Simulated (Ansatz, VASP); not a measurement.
Zn2GaO2 in VASP and in Ansatz

```xyz
5
Lattice="3.8998 0.0000 0.0000 0.0000 3.8998 0.0000 0.0000 0.0000 5.2151" Properties=species:S:1:pos:R:3 pbc="T T T"
Zn    0.0000    1.9499    0.0000
Zn    1.9499    0.0000    0.0000
Ga    0.0000    0.0000    2.6075
O     1.9499    1.9499    2.6075
O     0.0000    0.0000    0.0000
```

Alike in both runs: functional PBE; k mesh 10 × 10 × 8; occupations gaussian, width 0.1 eV; no spin polarisation.

Ansatz relaxed the structure, and its values are those at the end. VASP's run is a single point on that final structure, the one shown.

|  | VASP | Ansatz |
| --- | --- | --- |
| version | VASP 6.6.1 | Ansatz 0.2.0 |
| potentials or method | VASP PAW PBE potentials, release 64 (Zn, Ga_d, O) | scalar-relativistic, plane waves, PAW |
| plane-wave cutoff (eV) | 520 | 420 |
| valence electrons in the cell | 49 | 49 |

```csv
,VASP,Ansatz,Ansatz less VASP
gap on the k mesh at the Fermi level (eV),none,none,-
pressure (GPa),0.4,0.0,-0.40
```

A gap of «none» marks a metal or a gap that the smearing closes.

Caveats: an odd number of electrons without spin polarisation forces a metal; a magnetic or distorted state may lie lower.
